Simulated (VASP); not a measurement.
**PbSe (Clausthalite): single point with PBEsol**

**What was measured.**

From a printed reference work, monograph, for a bulk crystal of PbSe at 4.2 K: band gap 0.15 eV (direct).

The system is PbSe (Clausthalite).

```xyz
2
Lattice="0.0000 3.0606 3.0606 3.0606 0.0000 3.0606 3.0606 3.0606 0.0000" Properties=species:S:1:pos:R:3 pbc="T T T"
Pb    0.0000    0.0000    0.0000
Se    3.0606    3.0606    3.0606
```

* Program: VASP 6.6.1
* Task: single point
* Functional: PBEsol
* Potentials or basis: VASP PAW PBE potentials, release 64 (Pb_d, Se)
* Cutoff: 520 eV
* k mesh: 6 × 6 × 6
* Occupations: fermi-dirac, width 0.05 eV
* Spin: no spin polarisation

```
Pressure               : -0.6 GPa
Band gap on the k mesh : 0.21 eV, direct
```

Levels at points of the mesh, in eV from the valence-band top:
| k point | band 8 | band 9 | band 10 | band 11 | band 12 | band 13 |
| --- | --- | --- | --- | --- | --- | --- |
| (0.00, 0.00, 0.00) | -1.87 | -1.87 | -1.87 | 4.68 | 4.68 | 4.68 |
| (0.50, 0.00, 0.00) | -1.46 | -1.46 | 0.00 | 0.21 | 1.66 | 1.66 |
| (0.50, 0.50, 0.00) | -5.02 | -3.25 | -3.25 | 3.58 | 5.59 | 5.59 |

Run time: 11 s on 1 thread of Intel Xeon 6975P-C, with other jobs on the host, peak memory 0.18 GiB.

A measured gap of PbSe is 0.15 eV (direct; 4.2 K; a printed reference work, monograph); the calculated 0.21 eV misses it by +0.06 eV. 2 values of this kind are on record (0.15 to 0.28 eV); this one was drawn at random. Spin-orbit coupling on Pb, Se is left out. The value is that of PBEsol on a finite k mesh, which can miss the band edges, without temperature or zero-point motion.

Caveat: the PAW data sets were made with another functional, which shifts forces and pressure a little; spin-orbit coupling is left out, which moves the levels of the heavy elements.
